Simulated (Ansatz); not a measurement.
Runs of Ansatz 0.2.0 on BN. Symmetry: F-43m, No. 216, cubic system. Conventional cell: a = 3.626 Å, b = 3.626 Å, c = 3.626 Å, α = 90.00°, β = 90.00°, γ = 90.00°. Around N (site symmetry -43m) lie 4 B at 1.57 Å. Around B (site symmetry -43m) lie 4 N at 1.57 Å. The cell is a database's computed one.

```tsv
task	level	cell	points for each segment of the path	gap on the mesh (eV)	pressure (GPa)
band structure	HSEsol	as given	4	5.95	(b)
relaxation of cell and atoms	HSE03	relaxed	-	5.85	0.0
band structure	B3LYP	as given	4	6.78	-2.9
band structure	HSE03	as given	4	5.81	(a)
```

Alike in all rows: potentials or basis Ansatz PAW; no spin polarisation; k mesh 7 × 7 × 7; cutoff (eV) 420; smearing fermi-dirac 0.05 eV; the mesh is coarse, so values aren't converged.

Task: Estimate the missing entries.

Result: (a) -9.2; (b) -13.4.

Caveats: all runs use coarse meshes; the PAW data sets come from PBE, with cores solved anew for the run's functional, which leaves a small shift of forces and pressure; the k mesh misses the band edges, so the gap on the mesh is wider than the one along the path (some runs); the thresholds are loose for stress (some runs); odd divisions of the mesh miss points on the zone boundary, where band edges often lie, so the gap on the mesh can be too wide (some runs); the plane-wave basis is chosen anew once the cell has moved, so the energies of steps on either side of that aren't comparable (some runs).
